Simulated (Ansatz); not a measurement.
# Pd (Fm-3m) in Ansatz: notebook

Runs on Pd. Level: PBE. Tasks: single point, equation of state.

Everything below comes from runs of Ansatz 0.2.0. Logs are shortened: lines on timing, memory, paths and dates and some standing lists are left out, and cuts for length are marked.

## (1) The structure

Symmetry: Fm-3m, No. 225, cubic system. Conventional cell: a = 3.893 Å, b = 3.893 Å, c = 3.893 Å, α = 90.00°, β = 90.00°, γ = 90.00°. Pd (site symmetry m-3m) has 12 Pd at 2.75 Å as nearest neighbours.

## (2) Single point, PBE, 13.87 Å³/atom (volume scaled by 0.94)

The input, input.yaml:

```yaml
crystal:
  lattice:
    - [0.0, 1.9067643606, 1.9067643606]
    - [1.9067643606, 0.0, 1.9067643606]
    - [1.9067643606, 1.9067643606, 0.0]
  atoms:
    - { symbol: Pd, position: [0.0, 0.0, 0.0] }
hamiltonian:
  xc: pbe
  pseudopotentials: { kind: nc, accuracy: stringent }
kpoints:
  mp_grid: { grid: [12, 12, 12] }
scf:
  occupations: { method: fermi_dirac, width: 0.05 }
output:
  forces: true
  stress: true
  eigenvalues: true
```

Potentials or basis: PseudoDojo stringent (PBE files).

Launch:

```sh
ansatz run input.yaml --threads 2 --pin off --max-ram 5632MiB --backend cpu --events-out ev --progress --plain --runs-dir out
```

The program printed:

```text
Warning: The stringent table, which hamiltonian.pseudopotentials names, holds the potential of the library's standard table for Pd (one content_sha256, or a second file that the publisher made of the same generator input, which states another). The run takes no other species from the library, so that hamiltonian.pseudopotentials.accuracy: standard would change no potential of it. The deck needs no change, but a comparison with a run at hamiltonian.pseudopotentials.accuracy: standard does not test the potential of Pd. With hamiltonian.pseudopotentials.accuracy and source left out a run reads another potential of Pd, from this project's own files. To test it, run on another potential, such as that of hamiltonian.pseudopotentials: {kind: paw}
Warning: RAYON_NUM_THREADS=2 ignored (pool sized by the plan → 2); use --threads N
Engine: ansatz 0.2.0, aarch64-unknown-linux-gnu
Pseudopotentials: kind: nc
Pseudopotential: Pd, nc, valence charge 18, recommended cutoff 1115.666836 eV (normal), Pd.nc.azcp (PseudoDojo's, or run here from an input of PseudoDojo's; its table is named by hamiltonian.pseudopotentials.accuracy)
Functional definition: PBE
  parameter kappa = 0.804
  parameter beta = 0.06672455060314922
  exchange = pbe_x(kappa = kappa, mu = beta*pi^2/3)
  correlation = pbe_c(beta = beta)
Crystal: 1 atoms, lattice volume = 13.865 Å³
Basis set: ecut = 1115.666836 eV, 1211 PW (Γ), exchange–correlation on 60×60×60 points (8 copies of the dense FFT grid, shifted against one another)
Bands: 13, of which v1, the nominal top of the filled ones, is band 9 counted from 1 (8 counted from 0)
Symmetry: 48 space group operations
Space group: Fm-3m (ITA 225), of the structure as read, at distance tolerance 2.4e-5 Å
k-points: 72 of 1728
Non-local potential: Pd, projectors of the file, l = 0: 2, l = 1: 2, l = 2: 2
Initial density: superposition of atomic densities (chi_scale 0.1, normalization cell)
Initial wavefunctions: pseudopotential atomic-orbital guess
Functional: x = pbe(κ = 0.804, μ = 0.2195149727645171), c = pbe(β = 0.06672455060314922)
SCF iter   1: F=—  HF=-3687.612991 eV  |F-HF|=—  |Δ(HF+E_count)|=         —  Δρ=1.58e-1  dr2=3.03e0  ethr=3.10e-3  ⟨swp⟩=6.0  Hψ=6047  notcnv=0
preconditioner: auto → none  [metal: Δε(μ)=0.008 eV  Ē_g=14.367 eV  σ=0.050 eV  W_gap=0.04  n_scr=0 (ndim 8)  ℏωp=31.5 eV  f_vac=0.000  D(μ)=2.09/eV (n_scr^D=26)]
SCF iter   2: F=—  HF=-3686.889695 eV  |F-HF|=—  |Δ(HF+E_count)|=   7.23e-1  Δρ=7.39e-2  dr2=3.77e-1  ethr=3.10e-3  ⟨swp⟩=3.7  Hψ=2823  notcnv=0
SCF iter   3: F=—  HF=-3686.771891 eV  |F-HF|=—  |Δ(HF+E_count)|=   1.18e-1  Δρ=2.18e-2  dr2=2.41e-2  ethr=2.10e-3  ⟨swp⟩=3.6  Hψ=2467  notcnv=0
SCF iter   4: F=—  HF=-3686.766543 eV  |F-HF|=—  |Δ(HF+E_count)|=   5.35e-3  Δρ=3.30e-3  dr2=4.19e-4  ethr=1.34e-4  ⟨swp⟩=3.2  Hψ=1897  notcnv=0
SCF iter   5: F=—  HF=-3686.766516 eV  |F-HF|=—  |Δ(HF+E_count)|=   2.66e-5  Δρ=4.66e-4  dr2=2.43e-5  ethr=2.33e-6  ⟨swp⟩=2.1  Hψ=1633  notcnv=0
SCF iter   6: F=—  HF=-3686.766508 eV  |F-HF|=—  |Δ(HF+E_count)|=   8.42e-6  Δρ=3.49e-5  dr2=1.31e-7  ethr=1.35e-7  ⟨swp⟩=3.2  Hψ=1821  notcnv=0
SCF iter   7: F=-3686.766508 eV  HF=-3686.766508 eV  |F-HF|=1.26e-9  |Δ(HF+E_count)|=   2.13e-8  Δρ=4.43e-6  dr2=1.57e-9  ethr=5.56e-10  ⟨swp⟩=8.9  Hψ=5776  notcnv=0
SCF 1 converged in 7 iterations: F = -3686.766508 eV  dr2 = 1.57e-9
SCF converged after 7 iterations
Free energy (F): -3686.766508 eV
Harris-Foulkes:  -3686.766508 eV  (|F-HF|=1.26e-9)
Internal energy: -3686.748487 eV  (E = F + TS)
E sigma→0 (E₀):  -3686.757498 eV
Entropy (-TS):   -0.018021 eV (-18.021 meV/atom)
Fermi energy:    21.487193 eV
--- Per-component energies (eV) ---
  E_band       = -110.372495
  E_kinetic    = 1240.745484
  E_local      = -2253.829780  (includes V_loc(G=0)·N_el)
  E_nonlocal   = 35.251236
  E_hartree    = 672.593072
  E_xc         = -576.939893
  E_vxc        = -477.727477  (∫ρ·V_xc dr)
  E_ewald      = -2804.568605
  E_smearing   = -0.018021  (= −TS)
  E_closure    = 0.000000  (closes the sum)
  Σ components = -3686.766508   (vs F -3686.766508, Δ=0.00e0)
--- Forces (eV/Å), atoms counted from 1 ---
  atom   1  Pd     0.00000000     0.00000000     0.00000000
  max |Σ_I F_I| component: 9.86e-31 eV/Å
--- Stress (GPa, compression-positive) ---
       21.865113       0.000000       0.000000
        0.000000      21.865113       0.000000
        0.000000       0.000000      21.865113
  P = ⅓ Tr σ = 21.8651 GPa (218.651 kbar)
--- Band table (eV; the first three rows and the last of 72) ---
  k-point 0: bands = ["-62.8408", "-28.2983", "-28.2983", "-28.2983", "13.8799", "18.3670", "18.3670", "18.3670", "20.1528", "20.1528", "38.9862", "44.0898", "44.0898"]
  k-point 1: bands = ["-62.8360", "-28.3335", "-28.3032", "-28.3032", "14.1446", "18.2712", "18.4604", "18.4604", "20.1086", "20.1086", "39.2734", "42.5410", "44.4043"]
  k-point 2: bands = ["-62.8228", "-28.4291", "-28.3166", "-28.3166", "14.8546", "18.1075", "18.6494", "18.6494", "20.0777", "20.0777", "39.2987", "40.3944", "45.2331"]
  k-point 71: bands = ["-62.7446", "-28.6380", "-28.6380", "-28.4939", "16.7193", "17.7704", "17.7704", "20.0340", "21.8391", "30.8081", "30.8081", "32.4941", "33.6204"]
```

Wall time 1.1 s (2 threads of Arm Neoverse V2, shared host); peak memory 0.28 GiB.

Results:

| Property | Result |
| --- | --- |
| Free energy | -3686.7665 eV |
| Pressure | 21.9 GPa |
| Band gap on the k mesh | none (metal or under the smearing width) |

## (3) Single point, PBE, 14.16 Å³/atom (volume scaled by 0.96)

Edit input.yaml of step 2 so:

```diff
@@ -2,5 +2,5 @@
   lattice:
-    - [0.0, 1.9067643606, 1.9067643606]
-    - [1.9067643606, 0.0, 1.9067643606]
-    - [1.9067643606, 1.9067643606, 0.0]
+    - [0.0, 1.9201927211, 1.9201927211]
+    - [1.9201927211, 0.0, 1.9201927211]
+    - [1.9201927211, 1.9201927211, 0.0]
   atoms:
```

Potentials or basis: PseudoDojo stringent (PBE files).

Launch:

```sh
ansatz run input.yaml --threads 2 --pin off --max-ram 5632MiB --backend cpu --events-out ev --progress --plain --runs-dir out
```

It took 1.4 s on 2 threads of Arm Neoverse V2, shared host; peak memory 0.28 GiB.

The run converged. Its results:

| Property | Result |
| --- | --- |
| Free energy | -3686.8014 eV |
| Pressure | 16.2 GPa |
| Band gap on the k mesh | none (metal or under the smearing width) |

## (4) Single point, PBE, 14.46 Å³/atom (volume scaled by 0.98)

Edit input.yaml of step 3 so:

```diff
@@ -2,5 +2,5 @@
   lattice:
-    - [0.0, 1.9201927211, 1.9201927211]
-    - [1.9201927211, 0.0, 1.9201927211]
-    - [1.9201927211, 1.9201927211, 0.0]
+    - [0.0, 1.933435848, 1.933435848]
+    - [1.933435848, 0.0, 1.933435848]
+    - [1.933435848, 1.933435848, 0.0]
   atoms:
```

Launch:

```sh
ansatz run input.yaml --threads 2 --pin off --max-ram 5632MiB --backend cpu --events-out ev --progress --plain --runs-dir out
```

Run time: 1.3 s. Hardware: 2 threads of Arm Neoverse V2, shared host; peak memory 0.28 GiB.

The run converged. Its results:

```yaml
Free_energy: -3686.8266 eV
Pressure: 11.2 GPa
Band_gap_on_the_k_mesh: none (metal or under the smearing width)
```

## (5) Single point, PBE, 14.75 Å³/atom

Edit input.yaml of step 4 so:

```diff
@@ -2,5 +2,5 @@
   lattice:
-    - [0.0, 1.933435848, 1.933435848]
-    - [1.933435848, 0.0, 1.933435848]
-    - [1.933435848, 1.933435848, 0.0]
+    - [0.0, 1.9465, 1.9465]
+    - [1.9465, 0.0, 1.9465]
+    - [1.9465, 1.9465, 0.0]
   atoms:
```

Launch:

```sh
ansatz run input.yaml --threads 2 --pin off --max-ram 5632MiB --backend cpu --events-out ev --progress --plain --runs-dir out
```

It took 1.3 s on 2 threads of Arm Neoverse V2, shared host; peak memory 0.28 GiB.

Results (log left out):

```
Free energy            : -3686.8432 eV
Pressure               : 6.8 GPa
Band gap on the k mesh : none (metal or under the smearing width)
```

## (6) Single point, PBE, 15.05 Å³/atom (volume scaled by 1.02)

Edit input.yaml of step 5 so:

```diff
@@ -2,5 +2,5 @@
   lattice:
-    - [0.0, 1.9465, 1.9465]
-    - [1.9465, 0.0, 1.9465]
-    - [1.9465, 1.9465, 0.0]
+    - [0.0, 1.9593911042, 1.9593911042]
+    - [1.9593911042, 0.0, 1.9593911042]
+    - [1.9593911042, 1.9593911042, 0.0]
   atoms:
```

Potentials or basis: PseudoDojo stringent (PBE files).

Launch:

```sh
ansatz run input.yaml --threads 2 --pin off --max-ram 5632MiB --backend cpu --events-out ev --progress --plain --runs-dir out
```

Run time: 1.3 s. Hardware: 2 threads of Arm Neoverse V2, shared host; peak memory 0.29 GiB.

The run converged. Its results:

| Item | Value |
| --- | --- |
| Free energy | -3686.8521 eV |
| Pressure | 3.0 GPa |
| Band gap on the k mesh | none (metal or under the smearing width) |

## (7) Single point, PBE, 15.34 Å³/atom (volume scaled by 1.04)

Edit input.yaml of step 6 so:

```diff
@@ -2,5 +2,5 @@
   lattice:
-    - [0.0, 1.9593911042, 1.9593911042]
-    - [1.9593911042, 0.0, 1.9593911042]
-    - [1.9593911042, 1.9593911042, 0.0]
+    - [0.0, 1.9721147795, 1.9721147795]
+    - [1.9721147795, 0.0, 1.9721147795]
+    - [1.9721147795, 1.9721147795, 0.0]
   atoms:
```

Launch:

```sh
ansatz run input.yaml --threads 2 --pin off --max-ram 5632MiB --backend cpu --events-out ev --progress --plain --runs-dir out
```

It took 1.3 s on 2 threads of Arm Neoverse V2, shared host; peak memory 0.29 GiB.

It converged, with:

```yaml
Free_energy: -3686.8543 eV
Pressure: -0.5 GPa
Band_gap_on_the_k_mesh: none (metal or under the smearing width)
```

## (8) Single point, PBE, 15.64 Å³/atom (volume scaled by 1.06)

Edit input.yaml of step 7 so:

```diff
@@ -2,5 +2,5 @@
   lattice:
-    - [0.0, 1.9721147795, 1.9721147795]
-    - [1.9721147795, 0.0, 1.9721147795]
-    - [1.9721147795, 1.9721147795, 0.0]
+    - [0.0, 1.9846763588, 1.9846763588]
+    - [1.9846763588, 0.0, 1.9846763588]
+    - [1.9846763588, 1.9846763588, 0.0]
   atoms:
```

Launch:

```sh
ansatz run input.yaml --threads 2 --pin off --max-ram 5632MiB --backend cpu --events-out ev --progress --plain --runs-dir out
```

Wall time 1.4 s (2 threads of Arm Neoverse V2, shared host); peak memory 0.29 GiB.

It converged, with:

| Quantity | Value |
| --- | --- |
| Free energy | -3686.8506 eV |
| Pressure | -3.5 GPa |
| Band gap on the k mesh | none (metal or under the smearing width) |

## (9) Equation of state, PBE

Potentials or basis: PseudoDojo stringent.

No new run: the results of the series are fitted here.

Results:

```yaml
Equilibrium_volume: 15.30 Å³/atom
Bulk_modulus: 170 GPa
Pressure_derivative_of_the_bulk_modulus: 5.5
```

Energy against volume, from the lowest point:
| volume (Å³/atom) | energy (meV/atom) |
| --- | --- |
| 13.865 | 87.84 |
| 14.160 | 52.90 |
| 14.455 | 27.74 |
| 14.750 | 11.19 |
| 15.045 | 2.24 |
| 15.340 | 0.00 |
| 15.635 | 3.71 |
